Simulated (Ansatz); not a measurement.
## Sr under changes of volume

One of the cells (56.319 Å³/atom); the others are scaled copies at fixed shape and fractional positions:

```xyz
1
Lattice="0.0000 3.0423 3.0423 3.0423 0.0000 3.0423 3.0423 3.0423 0.0000" Properties=species:S:1:pos:R:3 pbc="T T T"
Sr    0.0000    0.0000    0.0000
```

| Item | Value |
| --- | --- |
| Program | Ansatz 0.2.0 |
| Functional | PBE |
| Potentials or basis | Ansatz PAW |
| Cutoff | 420 eV (not typed: the program's choice for these potentials) |
| k mesh | 8 × 8 × 8 |
| Occupations | fermi-dirac, width 0.05 eV |
| Spin | no spin polarisation |

```csv
volume (Å³/atom),energy over the lowest point (meV/atom),pressure (GPa)
52.940,1.58,0.4
54.067,0.00,0.1
55.193,?,?
56.319,2.01,-0.3
57.446,5.29,-0.5
58.572,9.89,-0.7
59.698,15.70,-0.9
```

Problem. What does the run at 55.193 Å³/atom give?

Solution. Energy over the lowest point 0.20 meV/atom; pressure -0.1 GPa.

Worked out: A Birch-Murnaghan fit of order 3 (a polynomial in V^(-2/3)) to the other rows has its minimum at 54.49 Å³/atom with B0 = V·E''(V) = 11.8 GPa and B' = 3.7. It gives 0.20 meV/atom at 55.193 Å³/atom, against the run's 0.20, and -dE/dV = -0.1 GPa, against -0.1.

Energies are extrapolated to zero smearing.
